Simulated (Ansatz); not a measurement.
Here is an Ansatz 0.2.0 calculation.

The input input.yaml:

```yaml
crystal:
  lattice:
    - [0.0, 2.1657188437, 2.1657188437]
    - [2.1657188437, 0.0, 2.1657188437]
    - [2.1657188437, 2.1657188437, 0.0]
  atoms:
    - { symbol: Ti, position: [0.0, 0.0, 0.0] }
    - { symbol: C, position: [0.5, 0.5, 0.5] }
kpoints:
  mp_grid: { grid: [7, 7, 7] }
scf:
  occupations: { method: fermi_dirac, width: 0.03 }
hamiltonian:
  xc: pbesol
  pseudopotentials: { kind: all_electron, lapw: { basis_error: 0.001 } }
output:
  forces: true
  stress: true
  eigenvalues: true
```

Potentials or basis: all-electron LAPW, scalar-relativistic.

The run is started by

```sh
$ ansatz run input.yaml --threads 1 --pin off --max-ram 3072MiB --backend cpu --events-out ev --progress --plain --runs-dir out
```

Q: What does it give for the band gap on the k mesh?

A: None (metal or under the smearing width).

Q: What does it give for the pressure?

A: -6.7 GPa.
